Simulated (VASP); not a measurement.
PbS (Galena), 2 atoms in the cell. Symmetry: Fm-3m, No. 225, cubic system. Conventional cell: a = 5.729 Å, b = 5.729 Å, c = 5.729 Å, α = 90.00°, β = 90.00°, γ = 90.00°. Around Pb (site symmetry m-3m) lie 6 S at 2.86 Å. S (site symmetry m-3m) is surrounded by 6 Pb at 2.86 Å.  The cell isn't the ideal one: a relaxed cell with its volume scaled by 0.94.

| Quantity | Value |
| --- | --- |
| Program | VASP 6.6.1 |
| Task | relaxation of the atoms |
| Functional | LDA |
| Potentials or basis | VASP PAW LDA potentials, release 64 (Pb_d, S) |
| Cutoff | 600 eV |
| k mesh | 8 × 8 × 8 |
| Occupations | gaussian, width 0.03 eV |
| Spin | no spin polarisation |
| Further INCAR settings | ALGO = Fast; EDIFF = 1e-07; IBRION = 2; EDIFFG = -0.01; NSW = 40 |

Potentials or basis: VASP PAW LDA potentials, release 64 (Pb_d, S).

The run is started by

```bash
$ cat potpaw_LDA.64/Pb_d/POTCAR potpaw_LDA.64/S/POTCAR > POTCAR
$ mpirun -np 1 vasp_std > vasp.out
```

Hardware: 1 thread of Intel(R) Xeon(R) 6975P-C (Granite Rapids), with other jobs on the host.

Estimate the wall time of this run.

Wall time 8 s on 1 thread of Intel(R) Xeon(R) 6975P-C (Granite Rapids), with other jobs on the host, peak memory 0.16 GiB. Counts: scf iterations 16, k points 29, ion steps 1.
